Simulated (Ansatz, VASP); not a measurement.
## One calculation of BN, two programs

The input INCAR:

```
SYSTEM = BN
ALGO     = Normal         ! electronic algorithm
EDIFF    = 1E-6           ! SCF threshold, eV
ENCUT    = 520            ! plane-wave cutoff, eV
GGA      = PE             ! functional
ISIF     = 2              ! what is computed and relaxed
ISMEAR   = 0              ! smearing method
LASPH    = .TRUE.         ! aspherical terms in the spheres
LCHARG   = .FALSE.        ! write CHGCAR
LREAL    = .FALSE.        ! projectors in reciprocal space
LWAVE    = .FALSE.        ! write WAVECAR
NBANDS   = 16             ! bands
NELM     = 80             ! most SCF steps
PREC     = Accurate       ! precision mode
SIGMA    = 0.05           ! smearing width, eV
```

The input KPOINTS:

```
k-points
0
G
  12 12 6
  0 0 0
```

The input POSCAR:

```
BN
1.0
    2.6312174989      0.0000000000      0.0000000000
   -1.3156087494      2.2787011969      0.0000000000
    0.0000000000      0.0000000000      4.1611468172
B N
2 2
Direct
    0.6666666667      0.3333333333      0.9998058547
    0.3333333333      0.6666666667      0.4998058547
    0.6666666667      0.3333333333      0.6251941453
    0.3333333333      0.6666666667      0.1251941453
```

Input for Ansatz:

```yaml
crystal:
  lattice:
    - [2.6312174989, 0.0, 0.0]
    - [-1.3156087494, 2.2787011969, 0.0]
    - [0.0, 0.0, 4.1611468172]
  atoms:
    - { symbol: B, position: [0.6666666667, 0.3333333333, 0.9998058547] }
    - { symbol: B, position: [0.3333333333, 0.6666666667, 0.4998058547] }
    - { symbol: "N", position: [0.6666666667, 0.3333333333, 0.6251941453] }
    - { symbol: "N", position: [0.3333333333, 0.6666666667, 0.1251941453] }
basis:
  ecutwfc: 420
kpoints:
  mp_grid: { grid: [12, 12, 6] }
hamiltonian:
  xc: pbe
scf:
  occupations: { method: gaussian, width: 0.05 }
output:
  forces: true
  stress: true
  eigenvalues: true
```

Change from the starting cell: strain +0.030 along x and y, -0.015 along z, atoms carried along.

Alike in both runs: task single point; functional PBE; k mesh 12 × 12 × 6; occupations gaussian, width 0.05 eV; no spin polarisation.

```csv
,VASP,Ansatz
version,VASP 6.6.1,Ansatz 0.2.0
potentials or method,"VASP PAW PBE potentials, release 64 (B, N)","scalar-relativistic, plane waves, PAW"
plane-wave cutoff (eV),520,420
valence electrons in the cell,16,16
```

```csv
,VASP,Ansatz,Ansatz less VASP
gap on the k mesh at the Fermi level (eV),5.40,5.42,+0.016
least direct gap on the mesh (eV),7.66,7.67,+0.007
pressure (GPa),-13.9,-14.0,-0.10
largest component of the traceless stress (GPa),25.82,25.66,-0.155
rms of the force components (eV/Å),0.032,0.028,-0.0042
```

Atom by atom the forces differ by 0.004 eV/Å (rms over components). The functional is the same, so the differences come from potentials, cutoffs and numerics.

A k mesh can miss the band edges.
